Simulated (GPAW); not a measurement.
# ZnS (F-43m) in GPAW: equation of state

How stiff is ZnS in PBEsol, and what volume does it want? The cell is scaled to several volumes.

Program: GPAW 26.7.0. These are calculated values, not measurements. Logs are shortened: lines on timing, memory, paths and dates and some standing lists are left out, and cuts for length are marked. The log counts tension as positive stress, the text compression.

**Measured values to compare with.**

“Electronic, vibrational, and thermodynamic properties of ZnS (zincblende and rocksalt structure)”, 2009, arxiv:0911.5022 quotes, for a bulk crystal of ZnS: bulk modulus 76.9 GPa.

The runs below are set against these values where they give the same quantity.

## Step 1: The crystal as given

Symmetry: F-43m, No. 216, cubic system. Conventional cell: a = 5.404 Å, b = 5.404 Å, c = 5.404 Å, α = 90.00°, β = 90.00°, γ = 90.00°. Zn (site symmetry -43m) has 4 S at 2.34 Å as nearest neighbours. S (site symmetry -43m) is surrounded by 4 Zn at 2.34 Å.

## Step 2: Equation of state, PBEsol

Input file run.py:

```python
from ase import Atoms
from ase.eos import EquationOfState
from ase.io import Trajectory
from ase.units import GPa
from gpaw import GPAW, PW, setup_paths

setup_paths.insert(0, '.')

atoms = Atoms(['Zn', 'S'],
              cell=[[0.0, 2.702, 2.702],
                    [2.702, 0.0, 2.702],
                    [2.702, 2.702, 0.0]],
              scaled_positions=[[0.75, 0.75, 0.75],
                                [0.0, 0.0, 0.0]],
              pbc=True)

traj = Trajectory('eos.traj', 'w')
volumes, energies = [], []
for x in [0.94, 0.96, 0.98, 1.0, 1.02, 1.04, 1.06]:
    a = atoms.copy()
    a.set_cell(atoms.cell * x**(1 / 3), scale_atoms=True)
    calc = GPAW(mode=PW(600),
                xc='PBEsol',
                kpts={'size': (9, 9, 9), 'gamma': True},
                occupations={'name': 'fermi-dirac', 'width': 0.05},
                nbands=18,
                convergence={'density': 1e-05, 'energy': 1e-05},
                maxiter=150,
                txt=f'eos-{x:.2f}.txt')
    a.calc = calc
    energies.append(a.get_potential_energy(force_consistent=True))
    volumes.append(a.get_volume())
    p = -a.get_stress()[:3].mean() / GPa
    calc.write(f'eos-{x:.2f}.gpw')
    traj.write(a)
    print(f'{x:.2f} {volumes[-1]:10.4f} A^3 {energies[-1]:14.6f} eV {p:9.3f} GPa', flush=True)

v0, e0, B = EquationOfState(volumes, energies, eos='birchmurnaghan').fit()
print(f'V0 = {v0:.4f} A^3, E0 = {e0:.6f} eV, B0 = {B / GPa:.2f} GPa')
```

Potentials or basis: PAW data sets generated in the run's folder for this functional, pw.

Launch:

```console
> gpaw-setup -f PBEsol S Zn
> OMP_NUM_THREADS=1 python run.py
```

The log of the run:

```text
__  _  _
 | _ |_)|_||  |
 |__||  | ||/\| - 26.7.0

Input parameters:
  mode=PW(ecut=600.0),
  convergence={'density': 1e-05, 'energy': 1e-05},
  kpts=MonkhorstPack(size=(9, 9, 9), gamma=True),
  maxiter=150,
  nbands=18,
  occupations=Occupations(name='fermi-dirac', width=0.05),
  xc=XC(name='PBEsol')

Diagonalizing LCAO Hamiltonian
Converting LCAO to pw mode

                    Zn

       S

Atoms  # Å, Bohr magnetons
|   | symbol |        x |        y |        z |    initial magnetic moments |
|---|--------|----------|----------|----------|-----------------------------|
| 0 |     Zn | 3.970262 | 3.970262 | 3.970262 | ( 0.0000,  0.0000,  0.0000) |
| 1 |      S | 0.000000 | 0.000000 | 0.000000 | ( 0.0000,  0.0000,  0.0000) |

Unit cell  # Å
| periodic |        x |        y |        z |  lengths |    angles |
|----------|----------|----------|----------|----------|-----------|
|      yes | 0.000000 | 2.646842 | 2.646842 | 3.743199 | 60.000000 |
|      yes | 2.646842 | 0.000000 | 2.646842 | 3.743199 | 60.000000 |
|      yes | 2.646842 | 2.646842 | 0.000000 | 3.743199 | 60.000000 |

Number of symmetries: 24
Symmetry operations  # r_c * U_cc + t_c -> r_c
|    | kind |            matrix            |
|----|------|------------------------------|
|  0 |  E   |  1, 0, 0,  0, 1, 0,  0, 0, 1 |
|  1 |  σ   |  1, 0, 0,  0, 0, 1,  0, 1, 0 |
|  2 |  σ   |  1, 0,-1,  0, 1,-1,  0, 0,-1 |
|  3 |  C3  |  1, 0,-1,  0, 0,-1,  0, 1,-1 |
|  4 |  C3  |  1,-1, 0,  0,-1, 1,  0,-1, 0 |
|  5 |  σ   |  1,-1, 0,  0,-1, 0,  0,-1, 1 |
|  6 |  σ   |  0, 1, 0,  1, 0, 0,  0, 0, 1 |
|  7 |  C3  |  0, 1, 0,  0, 0, 1,  1, 0, 0 |
|  8 |  C2  |  0, 1,-1,  1, 0,-1,  0, 0,-1 |
|  9 |  S4  |  0, 1,-1,  0, 0,-1,  1, 0,-1 |
| 10 |  C3  |  0, 0, 1,  1, 0, 0,  0, 1, 0 |
| 11 |  σ   |  0, 0, 1,  0, 1, 0,  1, 0, 0 |
| 12 |  S4  |  0, 0,-1,  1, 0,-1,  0, 1,-1 |
| 13 |  C3  |  0, 0,-1,  0, 1,-1,  1, 0,-1 |
| 14 |  S4  |  0,-1, 1,  1,-1, 0,  0,-1, 0 |
| 15 |  C2  |  0,-1, 1,  0,-1, 0,  1,-1, 0 |
| 16 |  C3  |  0,-1, 0,  1,-1, 0,  0,-1, 1 |
| 17 |  S4  |  0,-1, 0,  0,-1, 1,  1,-1, 0 |
| 18 |  S4  | -1, 1, 0, -1, 0, 1, -1, 0, 0 |
| 19 |  C3  | -1, 1, 0, -1, 0, 0, -1, 0, 1 |
| 20 |  C3  | -1, 0, 1, -1, 1, 0, -1, 0, 0 |
| 21 |  S4  | -1, 0, 1, -1, 0, 0, -1, 1, 0 |
| 22 |  σ   | -1, 0, 0, -1, 1, 0, -1, 0, 1 |
| 23 |  C2  | -1, 0, 0, -1, 0, 1, -1, 1, 0 |

BZ-sampling:
  Number of BZ points: 729
  Number of IBZ points: 35

  Monkhorst-Pack size: [9, 9, 9]
  Monkhorst-Pack shift: [0, 0, 0]

K-points  # in reciprocal-cell coordinates
|     |                                coordinates |     weight |
|-----|--------------------------------------------|------------|
|   0 | (  0.00000000,   0.00000000,   0.00000000) | 0.00137174 |
|   1 | (  0.11111111,   0.11111111,   0.00000000) | 0.00823045 |
|   2 | (  0.11111111,   0.11111111,   0.11111111) | 0.01097394 |
|   3 | (  0.22222222,   0.11111111,   0.11111111) | 0.01646091 |
|   4 | (  0.22222222,   0.22222222,   0.00000000) | 0.00823045 |
|   5 | (  0.22222222,   0.22222222,   0.11111111) | 0.03292181 |
|   6 | (  0.22222222,   0.22222222,   0.22222222) | 0.01097394 |
|   7 | (  0.33333333,   0.22222222,   0.11111111) | 0.03292181 |
|   8 | (  0.33333333,   0.22222222,   0.22222222) | 0.03292181 |
|   9 | (  0.33333333,   0.33333333,  -0.33333333) | 0.01646091 |
| ... |                                            |            |
|  34 | (  0.44444444,   0.44444444,   0.44444444) | 0.01097394 |

Plane wave coefficients: 1261
Cutoff: 600.0 eV

Spin-components: 1 (collinear spins)
Bands:           18
Projectors:      11
Spin-degeneracy: 2
Datatype:        complex128

Parallelization:
  kpt:    1
  domain: 1
  band:   1

Density:
  Valence electrons: 18.0
  Components: 1
  Grid points: [24 24 24]
  Charge: 0.0  # |e|

Potential:
  Grid points: [24 24 24]

species:
  Zn:
    name:    Zinc
    Z:       30.0
    valence: 12
    core:    18
    charge:  0.0  # [|e|]
    compensation charges:
      type: gauss
      rc: 0.37  # [Å]
      lmax: 2
    cutoffs:
      filter: 2.14  # [Å]
      core: 2.28  # [Å]
    projectors
    | kind |    occ | energy [eV] | rcut [Å] |
    |------|--------|-------------|----------|
    |   4s |  2.000 |      -5.996 |    1.286 |
    |   4p |  0.000 |      -1.076 |    1.270 |
    |   3d | 10.000 |     -10.170 |    1.180 |
    |    s |        |      21.215 |    1.286 |
    |    p |        |      26.135 |    1.270 |
    |    d |        |      17.041 |    1.180 |

    Using partial waves for Zn as LCAO basis

  S:
    name:    Sulfur
    Z:       16.0
    valence: 6
    core:    10
    charge:  0.0  # [|e|]
    compensation charges:
      type: gauss
      rc: 0.24  # [Å]
      lmax: 2
    cutoffs:
      filter: 1.77  # [Å]
      core: 1.66  # [Å]
    projectors
    | kind |    occ | energy [eV] | rcut [Å] |
    |------|--------|-------------|----------|
    |   3s |  2.000 |     -17.192 |    0.974 |
    |   3p |  4.000 |      -6.978 |    0.979 |
    |    s |        |      10.020 |    0.974 |
    |    p |        |      20.234 |    0.979 |
    |    d |        |       0.000 |    0.900 |

    Using partial waves for S as LCAO basis

Reference energy: -59662.944940  # eV

eigensolver:
  PPCG
  Converge bands: occupied
  niter=2

density mixing:
  MSR1-Mixer
  Pratt-step length: 0.05
  Maximum mixing coefficient: 0.75
  Old densities: 10
  SVD Regularization: 0.005
  Good broyden scale: 1.0
  Trust region scale: 1.0
  Backstep threshold: 4.0
  History deletion threshold: 6.0
  Fourier metric: weight=20.0, sigma=0.015

occupation numbers:
  Fermi-Dirac:
    width: 0.0500  # eV

poisson solver:
  ecut: 4800.0  # eV

xc functional:
  name: PBEsol with 2 nearest neighbor stencil

convergence criteria:
[... 6 lines left out ...]
|iter     | |      energy | eigst |  dens |
|---------|-|-------------|-------|-------|
|iter:   1| |   -7.998192 | -0.06 |       |
|iter:   2| |   -7.915953 | -1.78 | -1.21 |
|iter:   3| |   -7.647924 | -1.57 | -1.25 |
|iter:   4| |   -7.647692 | -2.77 | -1.79 |
|iter:   5| |   -7.648876 | -3.80 | -2.25 |
|iter:   6| |   -7.648922 | -5.15 | -3.37 |
|iter:   7| |   -7.648931c| -6.11 | -3.74 |
|iter:   8| |   -7.648935c| -6.51 | -4.12 |
|iter:   9| |   -7.648935c| -7.56c| -5.18c|

Converged in 9 steps
Energy contributions relative to reference atoms: (reference = -59662.944940)

Energy contributions:
  Kinetic:          11.425487
  Coulomb:          -9.336784
  Zero:              0.031515
  External:          0.000000
  Xc:               -9.769152
  Entropy:          -0.000000
  Spinorbit:         0.000000
  ----------------------------
  Free energy:      -7.648935
  Extrapolated:     -7.648935

dipole moment: (-14.185550, -14.185550, -14.185550)  # |e|*Ang

Fermi level: 5.287
Eigenvalues  # (at kpt = [0.000, 0.000, 0.000])
| band index |      eig [eV] | occ [0-2] |
|------------|---------------|-----------|
|          0 |        -9.252 |     2.000 |
|          1 |        -2.274 |     2.000 |
|          2 |        -2.274 |     2.000 |
|          3 |        -2.274 |     2.000 |
|          4 |        -1.708 |     2.000 |
|          5 |        -1.708 |     2.000 |
[... 10 lines left out ...]
|         16 |        18.906 |     0.000 |
|         17 |        18.906 |     0.000 |

Gap: 2.236 eV
Transition (v -> c):
  (s=0, k=0, n=8, [0.00, 0.00, 0.00]) -> (s=0, k=0, n=9, [0.00, 0.00, 0.00])
No difference between direct/indirect transitions

Stress tensor  # eV/Ang^3
|         x |         y |         z |
|-----------|-----------|-----------|
| -0.018833 | -0.000000 |  0.000000 |
| -0.000000 | -0.018833 |  0.000000 |
|  0.000000 |  0.000000 | -0.018833 |

# Writing to eos-0.94.gpw (mode='')
```

It took 99 s on 1 thread of AMD EPYC 7R43 (Zen 3), shared host; peak memory 0.25 GiB.

Results:

```yaml
Equilibrium_volume: 19.22 Å³/atom
Bulk_modulus: 79 GPa
Pressure_derivative_of_the_bulk_modulus: 4.4
```

Energy against volume, from the lowest point:
```csv
volume (Å³/atom),energy (meV/atom)
18.543,6.17
18.938,0.92
19.332,0.00
19.727,2.95
20.121,9.38
20.516,18.90
20.910,31.21
```

## Step 3: How close it comes

Step 2. Measured bulk modulus of ZnS: 76.9 GPa (quoted in “Electronic, vibrational, and thermodynamic properties of ZnS (zincblende and rocksalt structure)”, 2009, arxiv:0911.5022). This calculation gives 79 GPa (+2.7 %). The fit is for a static lattice scaled at fixed shape and fixed fractional positions.
